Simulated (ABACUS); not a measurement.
# GaP (F-43m) in ABACUS: further runs, part 2 of 2

ABACUS 3.10.1. Earlier steps stand in the parts before.

**3. Relaxation of cell and atoms, PW91**

run_abacus.py

```python
"""Relaxation by an ASE optimiser with ABACUS as a small file-based calculator."""
import re
import subprocess
import numpy as np
from ase.calculators.calculator import Calculator, all_changes
from ase.filters import FrechetCellFilter
from ase.io import read
from ase.optimize import LBFGS
from ase.stress import full_3x3_to_voigt_6_stress
from ase.units import Bohr, GPa

atoms = read("GaP.xyz")
atoms = atoms[(-atoms.numbers).argsort(kind="stable")]  # ABACUS lists atoms element by element
pseudo = {'Ga': 'Ga.upf', 'P': 'P.upf'}
orbital = {}
magmoms = None
kmesh = [6, 6, 6]
params = {
    'suffix': 'GaP',
    'calculation': 'scf',
    'basis_type': 'pw',
    'pseudo_dir': './',
    'symmetry': 1,
    'dft_functional': 'GGA_X_PW91+GGA_C_PW91',
    'ecutwfc': 114,
    'pseudo_rcut': 10,
    'nspin': 1,
    'nbands': 17,
    'ks_solver': 'dav',
    'smearing_method': 'fd',
    'smearing_sigma': 0.00367493,
    'scf_thr': 1e-08,
    'scf_nmax': 100,
    'mixing_type': 'broyden',
    'mixing_beta': 0.7,
    'cal_force': 1,
    'cal_stress': 1,
    'kpar': 4,
}

def write_input(atoms):
    symbols = atoms.get_chemical_symbols()
    elements = list(dict.fromkeys(symbols))
    lines = ["ATOMIC_SPECIES"] + [f"{e} {atoms.get_masses()[symbols.index(e)]:.4f} {pseudo[e]}" for e in elements]
    if orbital:
        lines += ["", "NUMERICAL_ORBITAL"] + [orbital[e] for e in elements]
    lines += ["", "LATTICE_CONSTANT", f"{1 / Bohr:.10f}", "", "LATTICE_VECTORS"]
    lines += [" ".join(f"{x:.10f}" for x in v) for v in atoms.cell]
    lines += ["", "ATOMIC_POSITIONS", "Direct"]
    for e in elements:
        lines += ["", e, "0.0", str(symbols.count(e))]
        for i, p in enumerate(atoms.get_scaled_positions(wrap=False)):
            if symbols[i] == e:
                mag = "" if magmoms is None else " mag " + " ".join(str(x) for x in (magmoms[i] if isinstance(magmoms[i], list) else [magmoms[i]]))
                lines.append(" ".join(f"{x:.10f}" for x in p) + " 1 1 1" + mag)
    open("STRU", "w").write("\n".join(lines) + "\n")
    open("KPT", "w").write("K_POINTS\n0\nGamma\n%d %d %d 0 0 0\n" % tuple(kmesh))
    open("INPUT", "w").write("INPUT_PARAMETERS\n" + "".join(f"{k:<20s}{v}\n" for k, v in params.items()))

class Abacus(Calculator):
    implemented_properties = ["energy", "free_energy", "forces", "stress"]

    def calculate(self, atoms=None, properties=("energy",), system_changes=all_changes):
        super().calculate(atoms, properties, system_changes)
        write_input(self.atoms)
        subprocess.run(['mpirun', '-np', '4', 'abacus'], check=True)
        log = open("OUT.GaP/running_scf.log").read()
        if "charge density convergence is achieved" not in log:
            raise RuntimeError("SCF not converged")
        rows = lambda title, n: np.array([l.split()[-3:] for l in log.split(title)[-1].split("\n")[2:2 + n]], float)
        energy = float(re.findall(r"FINAL_ETOT_IS (\S+)", log)[-1])
        stress = -rows("TOTAL-STRESS", 3) / 10 * GPa  # ABACUS prints kbar, compression positive
        self.results = dict(energy=energy, free_energy=energy, forces=rows("TOTAL-FORCE", len(self.atoms)), stress=full_3x3_to_voigt_6_stress(stress))

atoms.calc = Abacus()
opt = LBFGS(FrechetCellFilter(atoms), logfile="opt.log", trajectory="relax.traj")
print("optimiser converged:", opt.run(fmax=0.03, steps=60))
```

GaP.xyz

```xyz
2
Lattice="0.0000000000 2.7252500000 2.7252500000 2.7252500000 0.0000000000 2.7252500000 2.7252500000 2.7252500000 0.0000000000" Properties=species:S:1:pos:R:3 pbc="T T T"
Ga     0.0000000000      0.0000000000      0.0000000000
P      4.0878750000      4.0878750000      4.0878750000
```

Potentials or basis: PseudoDojo NC SR 0.5 PBE stringent, plane waves.

Started as:

```console
$ OMP_NUM_THREADS=1 python run_abacus.py > log
```

It took 20 s on 4 MPI ranks of Intel Xeon Platinum 8488C (Sapphire Rapids), shared host; peak memory 0.48 GiB.

It converged, with:

| Quantity | Value |
| --- | --- |
| Free energy | -6949.5211 eV |
| Relaxed volume | 20.81 Å³/atom |
| Relaxed cell | a = 3.890 Å, b = 3.890 Å, c = 3.890 Å, α = 60.00°, β = 60.00°, γ = 60.00° |
| Space group after relaxing (to 0.05 Å) | F-43m (No. 216) |
| Energy gained by relaxing | 4.4 meV/atom |
| Ionic steps | 3 |
| Pressure after relaxing | 0.1 GPa |
| Band gap on the k mesh | 1.54 eV, direct |

Step by step:
```csv
step,energy change (eV),largest force (eV/Å),pressure (GPa),volume (Å³)
1,0.0000,0.0000,2.35,40.48
2,-0.0034,0.0000,1.80,40.74
3,-0.0088,0.0000,0.06,41.62
```

Final structure:
```yaml
crystal:
  lattice:
    - [0.00000, 2.75057, 2.75057]
    - [2.75057, 0.00000, 2.75057]
    - [2.75057, 2.75057, 0.00000]
  atoms:
    - { symbol: Ga, position: [0.00000, 0.00000, 0.00000] }
    - { symbol: P, position: [0.75000, 0.75000, 0.75000] }
```

Levels at points of the mesh, in eV from the valence-band top:
| k point | band 10 | band 11 | band 12 | band 13 | band 14 | band 15 |
| --- | --- | --- | --- | --- | --- | --- |
| (0.00, 0.00, 0.00) | -12.30 | 0.00 | 0.00 | 0.00 | 1.54 | 3.88 |
| (0.50, 0.50, 0.50) | -10.32 | -6.49 | -1.08 | -1.08 | 1.55 | 4.72 |
| (0.50, 0.50, 0.00) | -9.45 | -6.65 | -2.59 | -2.59 | 1.70 | 1.83 |

Caveat: the potentials were made for another functional, which shifts forces and pressure.

**4. Single point, SCAN**

INPUT

```
INPUT_PARAMETERS
suffix              GaP
calculation         scf
basis_type          lcao
pseudo_dir          ./
orbital_dir         ./
symmetry            1
dft_functional      scan
ecutwfc             100
pseudo_rcut         10
nspin               1
nbands              19
ks_solver           genelpa
smearing_method     fd
smearing_sigma      0.00367493
scf_thr             1e-07
scf_nmax            100
mixing_type         broyden
mixing_beta         0.7
cal_force           1
cal_stress          1
mixing_tau          1
out_mul             1
out_chg             1
out_pot             2
out_elf             1
```

STRU

```
ATOMIC_SPECIES
Ga 69.7230 Ga_ONCV_PBE-1.2.upf
P 30.9738 P_ONCV_PBE-1.2.upf

NUMERICAL_ORBITAL
Ga_confined-atom_8au_2s2p2d.orb
P_confined-atom_7au_2s2p1d.orb

LATTICE_CONSTANT
1.8897261246

LATTICE_VECTORS
0.0000000000 2.7252500000 2.7252500000
2.7252500000 0.0000000000 2.7252500000
2.7252500000 2.7252500000 0.0000000000

ATOMIC_POSITIONS
Direct

Ga
0.0
1
0.0000000000 0.0000000000 0.0000000000 1 1 1

P
0.0
1
0.7500000000 0.7500000000 0.7500000000 1 1 1
```

KPT

```
K_POINTS
0
Gamma
6 6 6 0 0 0
```

Potentials or basis: SG15 ONCV 1.2 PBE, DZP LCAO (the cutoffs set its grid).

Started as:

```console
$ OMP_NUM_THREADS=1 mpirun -np 4 abacus > log
```

It took 15 s on 4 MPI ranks of Intel Xeon Platinum 8488C (Sapphire Rapids), shared host; peak memory 0.4 GiB.

Results (log left out):

- Free energy: -1952.9604 eV
- Pressure: -0.2 GPa
- Band gap on the k mesh: 1.80 eV, indirect (least direct gap 2.06 eV)
- Mulliken charges: Ga -0.33; P +0.33 e

Levels at points of the mesh, in eV from the valence-band top:
| k point | band 6 | band 7 | band 8 | band 9 | band 10 | band 11 | band 12 | band 13 |
| --- | --- | --- | --- | --- | --- | --- | --- | --- |
| (0.00, 0.00, 0.00) | -13.19 | 0.00 | 0.00 | 0.00 | 2.06 | 4.03 | 4.03 | 4.03 |
| (0.50, 0.50, 0.50) | -11.00 | -7.03 | -1.23 | -1.23 | 1.80 | 5.01 | 5.01 | 9.79 |
| (0.50, 0.50, 0.00) | -10.05 | -7.21 | -2.89 | -2.89 | 1.89 | 2.07 | 11.17 | 11.17 |

Caveat: the atomic orbitals were generated for these runs and aren't a published set; Mulliken charges move with the basis; the potentials were made for another functional, which shifts forces and pressure; the basis of atomic orbitals isn't converged, which shifts pressures, moduli and gaps.

**5. Relaxation of cell and atoms, SCAN**

INPUT

```
INPUT_PARAMETERS
suffix              GaP
calculation         cell-relax
basis_type          lcao
pseudo_dir          ./
orbital_dir         ./
latname             fcc
symmetry            1
dft_functional      scan
ecutwfc             100
pseudo_rcut         10
nspin               1
nbands              13
ks_solver           genelpa
smearing_method     fd
smearing_sigma      0.00367493
scf_thr             1e-07
scf_nmax            100
mixing_type         broyden
mixing_beta         0.7
cal_force           1
cal_stress          1
mixing_tau          1
out_mul             1
relax_nmax          60
force_thr_ev        0.01
relax_method        cg
out_stru            1
stress_thr          1
```

STRU

```
ATOMIC_SPECIES
Ga 69.7230 Ga_ONCV_PBE-1.2.upf
P 30.9738 P_ONCV_PBE-1.2.upf

NUMERICAL_ORBITAL
Ga_confined-atom_8au_2s2p2d.orb
P_confined-atom_7au_2s2p1d.orb

LATTICE_CONSTANT
10.2999522423

ATOMIC_POSITIONS
Direct

Ga
0.0
1
0.0000000000 0.0000000000 0.0000000000 1 1 1

P
0.0
1
0.2500000000 0.2500000000 0.2500000000 1 1 1
```

KPT is that of step 4.

Started as:

```console
$ OMP_NUM_THREADS=1 mpirun -np 4 abacus > log
```

It took 35 s on 4 MPI ranks of Intel Xeon Platinum 8488C (Sapphire Rapids), shared host; peak memory 0.4 GiB.

Results (log left out):

```yaml
Free_energy: -1952.9605 eV
Relaxed_volume: 20.18 Å³/atom
Relaxed_cell: a = 3.850 Å, b = 3.850 Å, c = 3.850 Å, α = 60.00°, β = 60.00°, γ = 60.00°
Space_group_after_relaxing_to_0.05_Å: F-43m (No. 216)
Energy_gained_by_relaxing: 0.0 meV/atom
Ionic_steps: 3
Pressure_after_relaxing: 0.0 GPa
Mulliken_charges: Ga -0.33; P +0.33 e
```

Final structure:
```cif
data_structure
_symmetry_space_group_name_H-M 'P 1'
_symmetry_Int_Tables_number 1
_cell_length_a 3.8503
_cell_length_b 3.8503
_cell_length_c 3.8503
_cell_angle_alpha 60.000
_cell_angle_beta 60.000
_cell_angle_gamma 60.000
_cell_volume 40.36
loop_
_atom_site_label
_atom_site_type_symbol
_atom_site_fract_x
_atom_site_fract_y
_atom_site_fract_z
_atom_site_occupancy
Ga1 Ga 0.00000 0.00000 0.00000 1
P1 P 0.25000 0.25000 0.25000 1
```

Caveat: the atomic orbitals were generated for these runs and aren't a published set; Mulliken charges move with the basis; the potentials were made for another functional, which shifts forces and pressure; the basis of atomic orbitals isn't converged, which shifts pressures, moduli and gaps.

**6. Summary**

```csv
task,level,potentials or basis,cell,cutoff (eV),SCF threshold on the density,eigensolver,optimiser,force threshold,max steps,gap on the mesh (eV),pressure (GPa),relaxed volume (Å³/atom)
single point,PW91,"PseudoDojo NC SR 0.5 PBE stringent, plane waves",as given,1551,1e-08,dav,-,-,-,1.64,2.4,-
relaxation of cell and atoms,PW91,"PseudoDojo NC SR 0.5 PBE stringent, plane waves",relaxed,1551,1e-08,dav,ASE LBFGS,0.03 eV/Å,60,1.54,0.1,20.81
single point,SCAN,"SG15 ONCV 1.2 PBE, DZP LCAO (the cutoffs set its grid)",as given,1361,1e-07,genelpa,-,-,-,1.80,-0.2,-
relaxation of cell and atoms,SCAN,"SG15 ONCV 1.2 PBE, DZP LCAO (the cutoffs set its grid)",relaxed,1361,1e-07,genelpa,cg,0.01 eV/Å,-,-,0.0,20.18
```

Alike in all rows: no spin polarisation; k mesh 6 × 6 × 6; smearing fermi-dirac 0.05 eV.

Caveats: the potentials were made for another functional, which shifts forces and pressure; the atomic orbitals were generated for these runs and aren't a published set (some runs); the basis of atomic orbitals isn't converged, which shifts pressures, moduli and gaps (some runs).

Total energies depend on the potentials used, so only differences within one code and one set of settings carry meaning.

**7. Comparison with measurements**

Step 2. Measured gap of GaP: 2.34 eV (indirect; 10 K; quoted in “Stacking defects in GaP nanowires: Electronic structure and optical properties”, 2018, arxiv:1810.01194). This calculation gives 1.64 eV (-0.70 eV). Spin-orbit coupling on Ga is left out. The value is that of PW91 on a finite k mesh, which can miss the band edges, without temperature or zero-point motion. Semilocal functionals fall short of measured gaps as a rule.

Step 4. A measured gap of GaP is 2.34 eV (indirect; 10 K; quoted in “Stacking defects in GaP nanowires: Electronic structure and optical properties”, 2018, arxiv:1810.01194); the calculated 1.80 eV misses it by -0.54 eV. Spin-orbit coupling on Ga is left out. The value is that of SCAN in an atomic basis (SG15 ONCV 1.2 PBE, DZP LCAO (the cutoffs set its grid)), whose error adds to the functional's, on a finite k mesh, which can miss the band edges, without temperature or zero-point motion.
